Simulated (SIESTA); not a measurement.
## As: single point with PBE

Crystal: As.

```
As
1.0
     1.88080    1.08588    3.51406
    -1.88080    1.08588    3.51406
     0.00000   -2.17176    3.51406
As
2
Direct
  0.21182 0.22474 0.23282
  0.77552 0.77550 0.76813
```

The cell isn't the ideal one: atoms moved at random, drawn with an rms of 0.05 Å.

* Program: SIESTA 5.4.2
* Task: single point
* Functional: PBE
* Potentials or basis: PseudoDojo 0.4 standard (PBE files)
* Basis: DZP (energy shift 0.003 Ry; two zetas on semicore shells)
* Grid cutoff: 500 Ry
* Energy shift: 0.003 Ry
* k mesh: 9 × 9 × 9
* Occupations: fermi-dirac, width 0.05 eV
* Spin: no spin polarisation

```yaml
Pressure: 6.5 GPa
Largest_force: 1.140 eV/Å
Band_gap_on_the_k_mesh: none (metal or under the smearing width)
```

Forces in eV/Å, atoms in the order of the input:
```
As   0.145  0.306  1.088
As  -0.144 -0.308 -1.089
```

Stress tensor (GPa, compression positive):
```
 6.87 -0.36  0.71
-0.36  8.32  1.37
 0.71  1.37  4.44
```

Levels at points of the mesh, in eV from the Fermi level:
| k point | band 13 | band 14 | band 15 | band 16 | band 17 | band 18 |
| --- | --- | --- | --- | --- | --- | --- |
| (0.00, 0.00, 0.00) | -2.43 | -2.26 | -1.98 | 1.55 | 2.82 | 3.26 |

Run time: 24 s on 1 thread of Intel(R) Xeon(R) 6975P-C (Granite Rapids), on a shared host, peak memory 0.24 GiB.

Caveat: the basis of atomic orbitals isn't converged, which shifts pressures, moduli and gaps.
